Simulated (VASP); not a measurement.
## CdSe in VASP 6.6.1, single-point calculation

INCAR

```
ISMEAR = -1
LASPH = .TRUE.
SIGMA = 0.02
NELM = 51
NBANDS = 11
NSW = 0
IBRION = -1
PREC = Accurate
ENCUT = 520
LREAL = .FALSE.
LWAVE = .FALSE.
GGA = PE
LCHARG = .FALSE.
EDIFF = 1E-7
IVDW = 20
ISIF = 2
```

KPOINTS

```
KPOINTS created by Atomic Simulation Environment
0
Gamma
8 8 8
0 0 0
```

POSCAR

```
Cd Se
 1.0000000000000000
     0.0000000000000000    3.1598143944000001    3.1598143944000001
     3.1598143944000001    0.0000000000000000    3.1598143944000001
     3.1598143944000001    3.1598143944000001    0.0000000000000000
 Cd  Se
   1   1
Cartesian
  0.0000000000000000  0.0000000000000000  0.0000000000000000
  1.5799071971999998  1.5799071971999998  1.5799071971999998
```

The recommended PBE PAW datasets give the neutral cell 18 valence electrons.

Command

```
mpirun -np 1 vasp_std
```

Predict the outcome of this run.

It converged. Results: gap between bands v and c on the k mesh 0.37 eV; least direct gap on the k mesh 0.37 eV; pressure -4.1 GPa. Band v is the last that the valence electrons fill when counted band by band, and c is the next.

OSZICAR

```
N       E                     dE             d eps       ncg     rms          rms(c)
DAV:   1     0.109798237670E+03    0.10980E+03   -0.89017E+03   638   0.144E+03
DAV:   2    -0.135028353009E+00   -0.10993E+03   -0.10572E+03   695   0.327E+02
DAV:   3    -0.582927828403E+01   -0.56942E+01   -0.56735E+01   722   0.749E+01
DAV:   4    -0.587545869399E+01   -0.46180E-01   -0.46157E-01   719   0.673E+00
DAV:   5    -0.587581787498E+01   -0.35918E-03   -0.35916E-03   713   0.540E-01    0.491E+00
DAV:   6    -0.549421671012E+01    0.38160E+00   -0.90486E-01   769   0.120E+01    0.401E+00
DAV:   7    -0.547569782598E+01    0.18519E-01   -0.16185E-01   695   0.330E+00    0.187E+00
DAV:   8    -0.547633114452E+01   -0.63332E-03   -0.13714E-02   683   0.196E+00    0.203E-01
DAV:   9    -0.547646959937E+01   -0.13845E-03   -0.26186E-03   689   0.803E-01    0.517E-02
DAV:  10    -0.547653589818E+01   -0.66299E-04   -0.31023E-04   680   0.285E-01    0.505E-02
DAV:  11    -0.547659364694E+01   -0.57749E-04   -0.13292E-04   665   0.113E-01    0.151E-02
DAV:  12    -0.547658573323E+01    0.79137E-05   -0.33558E-05   746   0.837E-02    0.479E-03
DAV:  13    -0.547658700775E+01   -0.12745E-05   -0.45920E-06   692   0.158E-02    0.439E-03
DAV:  14    -0.547658681766E+01    0.19009E-06   -0.39433E-07   713   0.549E-03    0.248E-03
DAV:  15    -0.547658691661E+01   -0.98952E-07   -0.78715E-08   400   0.212E-03
   1 F= -.59538608E+01 E0= -.59538607E+01  d E =-.273829E-06
```

For comparison, a separate PBE run of the intended cell, on usual settings and not on those above, gives a gap of 0.37 eV on its mesh and a pressure of -2.1 GPa.
